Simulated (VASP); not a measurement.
# KF (Pm-3m) in VASP: further runs, part 2 of 2

VASP 6.6.1.

### Step 4. Single point, PBE (K replaced by Li, lengths x 0.827, strained and moved within the space group)

Input file INCAR:

```
SYSTEM = LiF
  PREC = Accurate
  ENCUT = 520
  EDIFF = 1E-6
  ISMEAR = 0
  SIGMA = 0.02
  LREAL = .False.
  LASPH = .True.
  NELM = 100
  ALGO = Normal
  ISIF = 2
  LWAVE = .False.
  LCHARG = .False.
  GGA = PE
  NBANDS = 12
```

Input file KPOINTS:

```
regular mesh
0
Gamma
  8 8 8
  0 0 0
```

Input file POSCAR:

```
LiF
1.0
    2.7393440812      0.0000000000      0.0000000000
    0.0000000000      2.7393440812      0.0000000000
    0.0000000000      0.0000000000      2.7393440812
Li F
1 1
Direct
    0.0000000000      0.0000000000      0.0000000000
    0.5000000000      0.5000000000      0.5000000000
```

Potentials or basis: VASP PAW PBE potentials, release 64 (Li_sv, F).

Launch:

```sh
$ cat potpaw_PBE.64/Li_sv/POTCAR potpaw_PBE.64/F/POTCAR > POTCAR
$ mpirun -np 1 vasp_std > vasp.out
```

OUTCAR:

```text
SYSTEM = LiF
   PREC = Accurate
   ENCUT = 520
   EDIFF = 1E-6
   ISMEAR = 0
   LREAL = .False.
   LASPH = .True.
   NELM = 100
   ISIF = 2
   GGA = PE

 ion  position               nearest neighbor table
   1  0.000  0.000  0.000-
   2  0.500  0.500  0.500-

  LATTYP: Found a simple cubic cell.
 ALAT       =     2.7393440812

  Lattice vectors:

 A1 = (   2.7393440812,   0.0000000000,   0.0000000000)
 A2 = (   0.0000000000,   2.7393440812,   0.0000000000)
 A3 = (   0.0000000000,   0.0000000000,   2.7393440812)

Analysis of symmetry for initial positions (statically):
=====================================================================
 Subroutine PRICEL returns:
 Original cell was already a primitive cell.

 Routine SETGRP: Setting up the symmetry group for a
 simple cubic supercell.

 Subroutine GETGRP returns: Found 48 space group operations
 (whereof 48 operations were pure point group operations)
 out of a pool of 48 trial point group operations.

The static configuration has the point symmetry O_h .

Analysis of symmetry for dynamics (positions and initial velocities):
=====================================================================
 Subroutine PRICEL returns:
 Original cell was already a primitive cell.

 Routine SETGRP: Setting up the symmetry group for a
 simple cubic supercell.

 Subroutine GETGRP returns: Found 48 space group operations
 (whereof 48 operations were pure point group operations)
 out of a pool of 48 trial point group operations.

The dynamic configuration has the point symmetry O_h .

 Subroutine INISYM returns: Found 48 space group operations
 (whereof 48 operations are pure point group operations),
 and found     1 'primitive' translations

----------------------------------------------------------------------------------------

                                     Primitive cell

  volume of cell :      20.5561
[... 111 lines left out ...]
  Fermi-wavevector in a.u.,A,eV,Ry     =   1.287543  2.433103 22.555272  1.657766
  Thomas-Fermi vector in A             =   2.419550
   LORBIT       =      0    0 simple, 1 ext, 2 COOP (PROOUT), +10 PAW based schemes
   GGA     = PE    functional components
   LHFCALC =     F    Hartree Fock is set to
   AEXX    =    0.0000 exact exchange contribution
   IVDW    =     0    specifies the selected vdW correction
   LEPSILON=     F    determine dielectric tensor
   LRPA    =     F    only Hartree local field effects (RPA)
 non-spin polarized calculation
 Gauss-broadening in eV      SIGMA  =   0.02
  energy-cutoff  :      520.00
  volume of cell :       20.56
 maximum number of plane-waves:       568
   NGX = 11   NGY = 11   NGZ = 11

 number of electron      10.0000012 magnetization

 Free energy of the ion-electron system (eV)
  ---------------------------------------------------
  ext. energy  EPLUGINS =         0.00000000
  ---------------------------------------------------
  free energy    TOTEN  =        -8.92263301 eV

  energy without entropy =       -8.92263301  energy(sigma->0) =       -8.92263301

 E-fermi :  -1.0355     XC(G=0):  -8.9938

 val. band max:       -1.1591541305   @ k =   0.5000   0.5000   0.0000
 cond. band min:       4.9167445399   @ k =   0.0000   0.0000   0.0000
 fundamental gap:      6.0758986704
 Fermi energy:        -1.0354680860

 k-point     1 :       0.0000    0.0000    0.0000
  band No.  band energies     occupation
      1     -44.3882      2.00000
      2     -21.2201      2.00000
      3      -1.6500      2.00000
      4      -1.6500      2.00000
      5      -1.6500      2.00000
      6       4.9167      0.00000
      7      16.4124      0.00000
      8      16.4124      0.00000
      9      17.4513      0.00000
     10      17.4513      0.00000
     11      17.4513      0.00000
     12      33.4676      0.00000
[... 331 lines left out ...]
 k-point    24 :       0.5000    0.3750    0.1250
  band No.  band energies     occupation
      1     -44.3490      2.00000
      2     -20.6140      2.00000
      3      -3.5537      2.00000
      4      -3.2158      2.00000
      5      -1.4725      2.00000
      6      10.1753      0.00000
      7      10.4405      0.00000
      8      11.5011      0.00000
      9      17.6091      0.00000
     10      19.4395      0.00000
     11      23.3851      0.00000
     12      24.6581      0.00000

 [... further k-points ...]
[... 5 lines left out ...]
  --------------------------------------------------------------------------------------
  -------------------------------------------------------------------------------------
  Total       -1.1883709     -1.1883709     -1.1883709      0.0000000      0.0000000     -0.0000000
  in kB      -92.6238529    -92.6238529    -92.6238529      0.0000000      0.0000000     -0.0000000
  external PRESSURE =     -92.6238529 kB  Pullay stress =       0.0000000 kB

 VOLUME and BASIS-vectors are now :
 -----------------------------------------------------------------------------
  energy-cutoff  :      520.00
  volume of cell :       20.56
      direct lattice vectors                 reciprocal lattice vectors
     2.739344081  0.000000000  0.000000000     0.365050892  0.000000000  0.000000000
     0.000000000  2.739344081  0.000000000     0.000000000  0.365050892  0.000000000
     0.000000000  0.000000000  2.739344081     0.000000000  0.000000000  0.365050892

 POSITION                                       TOTAL-FORCE (eV/Angst)
 -----------------------------------------------------------------------------------
      0.00000      0.00000      0.00000         0.000000      0.000000      0.000000
      1.36967      1.36967      1.36967         0.000000      0.000000      0.000000
 -----------------------------------------------------------------------------------
    total drift:                                0.000000      0.000000      0.000000

  FREE ENERGIE OF THE ION-ELECTRON SYSTEM (eV)
  ---------------------------------------------------
  free  energy   TOTEN  =        -8.9226330086 eV

  energy  without entropy=       -8.9226330086  energy(sigma->0) =       -8.92263301
```

Wall time 7.5 s (1 thread of Intel Xeon Platinum 8488C (Sapphire Rapids), shared host); peak memory 0.11 GiB.

Results:

```yaml
Free_energy: -8.9226 eV
Band_gap_on_the_k_mesh: 6.08 eV, indirect (least direct gap 6.57 eV)
```

Caveat: the cutoff is under 1.25 times the usual one of these potentials, so pressure, stress and relaxed cells hold a basis-set (Pulay) error.

### Step 5. Single point, PBE (all atoms moved at random, cell strained at random)

Input file INCAR:

```
PREC = Accurate
ENCUT = 520
EDIFF = 1E-7
ISMEAR = 0
SIGMA = 0.02
LREAL = F
LASPH = T
NELM = 100
ALGO = Fast
ISIF = 2
LWAVE = F
LCHARG = T
GGA = PE
LELF = T
LVHAR = T
NBANDS = 15
```

Input file KPOINTS:

```
Automatic mesh
0
Gamma
  8 8 8
```

Input file POSCAR:

```
KF
1.0
    3.3901279387      0.0124492081     -0.0039433355
    0.0124492081      3.3609928810      0.0109826784
   -0.0039433355      0.0109826784      3.3807421483
K F
1 1
Direct
   -0.0094754300      0.0141609811     -0.0069776968
    0.5094754300      0.4858390189      0.5069776968
```

Potentials or basis: VASP PAW PBE potentials, release 64 (K_sv, F).

Launch:

```sh
$ cat potpaw_PBE.64/K_sv/POTCAR potpaw_PBE.64/F/POTCAR > POTCAR
$ mpirun -np 1 vasp_std > vasp.out
```

OUTCAR:

```text
PREC = Accurate
   ENCUT = 520
   EDIFF = 1E-7
   ISMEAR = 0
   LREAL = F
   LASPH = T
   NELM = 100
   ISIF = 2
   GGA = PE

 ion  position               nearest neighbor table
   1  0.991  0.014  0.993-   2 2.79
   2  0.509  0.486  0.507-   1 2.79

  LATTYP: Found a triclinic cell.
 ALAT       =     4.7516435007
 B/A-ratio  =     0.7073413400
 C/A-ratio  =     1.0087687954
 COS(alpha) =     0.0006213090
 COS(beta)  =     0.5034280187
 COS(gamma) =     0.7027082027

  Lattice vectors:

 A1 = (   0.0163925436,   3.3500102026,  -3.3697594699)
 A2 = (   0.0124492081,   3.3609928810,   0.0109826784)
 A3 = (   3.3940712742,   0.0014665297,  -3.3846854838)

Analysis of symmetry for initial positions (statically):
=====================================================================
 Subroutine PRICEL returns:
 Original cell was already a primitive cell.

 Routine SETGRP: Setting up the symmetry group for a
 triclinic supercell.

 Subroutine GETGRP returns: Found  1 space group operations
 (whereof  1 operations were pure point group operations)
 out of a pool of  2 trial point group operations.

The static configuration has the point symmetry C_1 .

Analysis of symmetry for dynamics (positions and initial velocities):
=====================================================================
 Subroutine PRICEL returns:
 Original cell was already a primitive cell.

 Routine SETGRP: Setting up the symmetry group for a
 triclinic supercell.

 Subroutine GETGRP returns: Found  1 space group operations
 (whereof  1 operations were pure point group operations)
 out of a pool of  2 trial point group operations.

The dynamic configuration has the point symmetry C_1 .

 Subroutine INISYM returns: Found  1 space group operations
 (whereof  1 operations are pure point group operations),
 and found     1 'primitive' translations

----------------------------------------------------------------------------------------

                                     Primitive cell

  volume of cell :      38.5199

  direct lattice vectors                    reciprocal lattice vectors
     3.390127939  0.012449208 -0.003943335     0.294978539 -0.001093744  0.000347619
     0.012449208  3.360992881  0.010982678    -0.001093744  0.297538341 -0.000967859
    -0.003943335  0.010982678  3.380742148     0.000347619 -0.000967859  0.295796590

  length of vectors
     3.390153090  3.361033881  3.380762287     0.294980772  0.297541925  0.295798378

  position of ions in fractional coordinates (direct lattice)
     0.990524570  0.014160981  0.993022303
     0.509475430  0.485839019  0.506977697

  ion indices of the primitive-cell ions
   primitive index   ion index
                 1           1
                 2           2

----------------------------------------------------------------------------------------

 KPOINTS: Automatic mesh

Automatic generation of k-mesh.
 Grid dimensions read from file:
 generate k-points for:    8    8    8

 Generating k-lattice:

  Cartesian coordinates                     Fractional coordinates (reciprocal lattice)
     0.036872317 -0.000136718  0.000043452     0.125000000  0.000000000 -0.000000000
    -0.000136718  0.037192293 -0.000120982     0.000000000  0.125000000  0.000000000
     0.000043452 -0.000120982  0.036974574    -0.000000000  0.000000000  0.125000000

  Length of vectors
     0.036872596  0.037192741  0.036974797

  Shift w.r.t. Gamma in fractional coordinates (k-lattice)
     0.000000000  0.000000000  0.000000000

 Subroutine IBZKPT returns following result:
 ===========================================

 Found    260 irreducible k-points:

 Following reciprocal coordinates:
            Coordinates               Weight
  0.000000  0.000000  0.000000      1.000000
  0.125000 -0.000000 -0.000000      2.000000
  0.250000 -0.000000 -0.000000      2.000000
  0.375000  0.000000 -0.000000      2.000000
  0.500000 -0.000000 -0.000000      1.000000
 -0.000000  0.125000  0.000000      2.000000
[... 16 lines left out ...]
  0.125000  0.375000 -0.000000      2.000000
  0.250000  0.375000  0.000000      2.000000
 [... further k-points ...]
   k-points           NKPTS =    260   k-points in BZ     NKDIM =    260   number of bands    NBANDS=     15
   number of dos      NEDOS =    301   number of ions     NIONS =      2
   total plane-waves  NPLWV =  21952
   dimension x,y,z NGX =    28 NGY =   28 NGZ =   28
   dimension x,y,z NGXF=    56 NGYF=   56 NGZF=   56
   ions per type =               1   1
   NGX,Y,Z   is equivalent  to a cutoff of  13.73, 13.85, 13.77 a.u.
   NGXF,Y,Z  is equivalent  to a cutoff of  27.46, 27.70, 27.54 a.u.
 SYSTEM =  unknown system
   PREC   = accura    normal or accurate (medium, high low for compatibility)
   ISTART =      0    job   : 0-new  1-cont  2-samecut
   ICHARG =      2    charge: 1-file 2-atom 10-const
   ISPIN  =      1    spin polarized calculation?
   LNONCOLLINEAR =      F non collinear calculations
   LSORBIT =      F    spin-orbit coupling
   LASPH  =      T    aspherical Exc in radial PAW
   ENCUT  =  520.0 eV  38.22 Ry    6.18 a.u.   6.30  6.25  6.29*2*pi/ulx,y,z
   NELM   =    100;   NELMIN=  2; NELMDL= -5     # of ELM steps
   EDIFF  = 0.1E-06   stopping-criterion for ELM
   LREAL  =      F    real-space projection
   EDIFFG = 0.1E-05   stopping-criterion for IOM
   NSW    =      0    number of steps for IOM
   IBRION =     -1    ionic relax: 0-MD 1-quasi-New 2-CG
   NFREE  =      0    steps in history (QN), initial steepest desc. (CG)
   ISIF   =      2    stress and relaxation
   ISYM   =      2    0-nonsym 1-usesym 2-fastsym
   POTIM  = 0.5000    time-step for ionic-motion
   TEBEG  =    0.0;   TEEND  =   0.0 temperature during run
   PSTRESS=    0.0 pullay stress
   NELECT =      16.0000    total number of electrons
   NUPDOWN=      -1.0000    fix difference up-down
   EMIN   =  10.00;   EMAX   =-10.00  energy-range for DOS
   EFERMI =   0.00;   METHOD = LEGACY
   ISMEAR =     0;   SIGMA  =   0.02  broadening in eV -4-tet -1-fermi 0-gaus
   EFERMI_NEDOS =   21; number of points for ismear=-14 and -15
   IALGO  =     68    algorithm
   IMIX   =      4    mixing-type and parameters
     AMIX     =   0.40;   BMIX     =  1.00
     AMIX_MAG =   1.60;   BMIX_MAG =  1.00
  volume/ion in A,a.u.               =      19.26       129.97
  Fermi-wavevector in a.u.,A,eV,Ry     =   1.221481  2.308264 20.300099  1.492015
  Thomas-Fermi vector in A             =   2.356661
   LORBIT       =      0    0 simple, 1 ext, 2 COOP (PROOUT), +10 PAW based schemes
   GGA     = PE    functional components
   LHFCALC =     F    Hartree Fock is set to
   AEXX    =    0.0000 exact exchange contribution
   IVDW    =     0    specifies the selected vdW correction
   LEPSILON=     F    determine dielectric tensor
   LRPA    =     F    only Hartree local field effects (RPA)
 non-spin polarized calculation
 RMM-DIIS sequential band-by-band and
 Gauss-broadening in eV      SIGMA  =   0.02
  energy-cutoff  :      520.00
  volume of cell :       38.52
 maximum number of plane-waves:      1064
 NGX is ok and might be reduce to    28
   NGX = 13   NGY = 13   NGZ = 13

 number of electron      16.0000004 magnetization

 Free energy of the ion-electron system (eV)
  ---------------------------------------------------
  ext. energy  EPLUGINS =         0.00000000
  ---------------------------------------------------
  free energy    TOTEN  =        -8.05847653 eV

  energy without entropy =       -8.05847653  energy(sigma->0) =       -8.05847653

 E-fermi :  -2.1346     XC(G=0):  -8.5161

 val. band max:       -2.3338231655   @ k =   0.5000  -0.0000   0.5000
 cond. band min:       3.2409190734   @ k =   0.0000   0.0000   0.0000
 fundamental gap:      5.5747422389
 Fermi energy:        -2.1345676823

 k-point     1 :       0.0000    0.0000    0.0000
  band No.  band energies     occupation
      1     -29.6161      2.00000
      2     -21.1562      2.00000
      3     -12.7647      2.00000
      4     -12.7601      2.00000
      5     -12.7508      2.00000
      6      -2.4232      2.00000
      7      -2.4139      2.00000
      8      -2.3972      2.00000
      9       3.2409      0.00000
     10       5.8107      0.00000
     11       5.8354      0.00000
     12      10.8053      0.00000
     13      10.8434      0.00000
     14      10.8583      0.00000
[... 401 lines left out ...]
      2     -21.1255      2.00000
      3     -13.2499      2.00000
      4     -13.0135      2.00000
      5     -12.6620      2.00000
      6      -3.0842      2.00000
      7      -2.7211      2.00000
      8      -2.4191      2.00000
      9       5.9962      0.00000
     10       6.7429      0.00000
     11       8.0851      0.00000
     12       9.3448      0.00000
     13       9.4535      0.00000
     14       9.9834      0.00000
     15      13.7486      0.00000

 [... further k-points ...]
[... 5 lines left out ...]
  --------------------------------------------------------------------------------------
  -------------------------------------------------------------------------------------
  Total       -0.7109771     -0.5530725     -0.6626061     -0.0195826     -0.0144182      0.0121657
  in kB      -29.5720608    -23.0042468    -27.5601379     -0.8145087     -0.5997060      0.5060127
  external PRESSURE =     -26.7121485 kB  Pullay stress =       0.0000000 kB

 VOLUME and BASIS-vectors are now :
 -----------------------------------------------------------------------------
  energy-cutoff  :      520.00
  volume of cell :       38.52
      direct lattice vectors                 reciprocal lattice vectors
     3.390127939  0.012449208 -0.003943335     0.294978539 -0.001093744  0.000347619
     0.012449208  3.360992881  0.010982678    -0.001093744  0.297538341 -0.000967859
    -0.003943335  0.010982678  3.380742148     0.000347619 -0.000967859  0.295796590

 POSITION                                       TOTAL-FORCE (eV/Angst)
 -----------------------------------------------------------------------------------
      3.35427      0.07083      3.35340         0.019607     -0.027731      0.015563
      1.73124      1.64481      1.71729        -0.019607      0.027731     -0.015563
 -----------------------------------------------------------------------------------
    total drift:                               -0.001155      0.001450     -0.000583

  FREE ENERGIE OF THE ION-ELECTRON SYSTEM (eV)
  ---------------------------------------------------
  free  energy   TOTEN  =        -8.0584765312 eV

  energy  without entropy=       -8.0584765312  energy(sigma->0) =       -8.05847653
```

stdout:

```text
POSCAR found type information on POSCAR K F
 POSCAR found :  2 types and       2 ions
 scaLAPACK will be used
 LDA part: xc-table for (Slater+PW92), standard interpolation
 POSCAR, INCAR and KPOINTS ok, starting setup
 FFT: planning ... GRIDC
[... 17 lines left out ...]
 num prob RMM:  19    -0.805847643781E+01   -0.30277E-06   -0.18220E-06 11928   0.609E-03    0.116E-02
WARNING in EDDRMM: call to ZHEGV failed, returncode =   6  3     12
WARNING in EDDRMM: call to ZHEGV failed, returncode =   6  3     12
WARNING in EDDRMM: call to ZHEGV failed, returncode =   6  3      9
 num prob WARNING in EDDRMM: call to ZHEGV failed, returncode =   6  3     12
 num prob WARNING in EDDRMM: call to ZHEGV failed, returncode =   6  3     15
 num prob  num prob  num prob  num prob WARNING in EDDRMM: call to ZHEGV failed, returncode =   6  3     14
 num prob  num prob  num prob  num prob RMM:  20    -0.805847653120E+01   -0.93381E-07   -0.94621E-07  9701   0.422E-03
```

Run time: 2.5 min. Hardware: 1 thread of Intel Xeon Platinum 8488C (Sapphire Rapids), shared host; peak memory 0.26 GiB.

Results:

* Free energy: -8.0585 eV
* Pressure: -2.7 GPa
* Largest force: 0.037 eV/Å
* Band gap on the k mesh: 5.57 eV, indirect (least direct gap 5.64 eV)

Forces on the atoms (eV/Å):
```
K    0.020 -0.028  0.016
F   -0.020  0.028 -0.016
```

Levels at points of the mesh, in eV from the valence-band top:
```
           k point  band 4  band 5  band 6  band 7  band 8  band 9  band 10  band 11  band 12  band 13
(0.00, 0.00, 0.00)  -10.43  -10.42   -0.09   -0.08   -0.06    5.57     8.14     8.17    13.14    13.18
(0.50, 0.00, 0.00)  -10.35  -10.34   -1.08   -0.15   -0.12    8.63     9.02     9.85    11.83    11.93
(0.00, 0.50, 0.00)  -10.35  -10.35   -1.08   -0.15   -0.14    8.71     9.06     9.89    11.77    11.83
(0.50, 0.50, 0.00)  -10.98  -10.29   -0.60   -0.58   -0.02    8.16     8.60    11.37    11.45    13.02
(0.00, 0.00, 0.50)  -10.35  -10.34   -1.08   -0.16   -0.12    8.65     9.03     9.85    11.79    11.92
(0.50, 0.00, 0.50)  -10.99  -10.29   -0.59   -0.59    0.00    8.22     8.56    11.44    11.46    13.04
(0.00, 0.50, 0.50)  -10.99  -10.29   -0.59   -0.59   -0.03    8.15     8.62    11.35    11.41    13.05
(0.50, 0.50, 0.50)  -10.87  -10.85   -0.87   -0.86   -0.86    9.87     9.90    10.01    13.99    14.05
```

A k mesh can miss the band edges.

### Step 6. Summary

```tsv
potentials or basis	cell	k mesh	smearing	gap on the mesh (eV)	pressure (GPa)
VASP PAW PBE potentials, release 64 (K_sv, Br)	F replaced by Br, lengths x 1.145, strained and moved within the space group	6 × 6 × 6	gaussian 0.1 eV	5.06	12.6
VASP PAW PBE potentials, release 64 (K_sv, Br)	F replaced by Br, lengths x 1.145, strained and moved within the space group	6 × 6 × 6	gaussian 0.02 eV	5.06	12.6
VASP PAW PBE potentials, release 64 (Li_sv, F)	K replaced by Li, lengths x 0.827, strained and moved within the space group	8 × 8 × 8	gaussian 0.02 eV	6.08	-
VASP PAW PBE potentials, release 64 (K_sv, F)	all atoms moved at random, cell strained at random	8 × 8 × 8	gaussian 0.02 eV	5.57	-2.7
```

Alike in all rows: task single point; level PBE; no spin polarisation; cutoff (eV) 520.

Caveats: the cutoff is under 1.25 times the usual one of these potentials, so pressure, stress and relaxed cells hold a basis-set (Pulay) error (some runs).

Absolute energies hang on the potentials; compare differences alone.
